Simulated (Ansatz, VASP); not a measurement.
ZnO: VASP beside Ansatz

```
CELL_PARAMETERS angstrom
3.10107 0.00000 0.00000
-1.55054 2.68561 0.00000
0.00000 0.00000 4.99131
ATOMIC_POSITIONS crystal
Zn 0.33333 0.66667 0.49963
Zn 0.66667 0.33333 0.99963
O 0.66667 0.33333 0.37938
O 0.33333 0.66667 0.87938
```

Alike in both runs: functional r2SCAN; k mesh 12 × 12 × 6; occupations gaussian, width 0.02 eV; no spin polarisation.

Ansatz relaxed the structure, and its values are those at the end. VASP's run is a single point on that final structure, the one shown.

```csv
,VASP,Ansatz
version,VASP 6.6.1,Ansatz 0.2.0
potentials or method,"VASP PAW PBE potentials, release 64 (Zn, O)","scalar-relativistic, plane waves, PAW"
plane-wave cutoff (eV),520,500
valence electrons in the cell,36,36
```

|  | VASP | Ansatz | Ansatz less VASP |
| --- | --- | --- | --- |
| gap on the k mesh at the Fermi level (eV) | 1.43 | 1.42 | -0.006 |
| least direct gap on the mesh (eV) | 1.43 | 1.42 | -0.006 |
| pressure (GPa) | 27.4 | 25.4 | -1.96 |
| rms of the force components (eV/Å) | 0.007 | 0.001 | -0.0063 |

Caveats: so large a pressure means that the cell lies far from this level's equilibrium, or that cutoff or potentials fall short (VASP); the potentials were made for another functional, which shifts forces and pressure (VASP). r2SCAN opens gaps a little over a GGA but as a rule still falls short of measured ones.
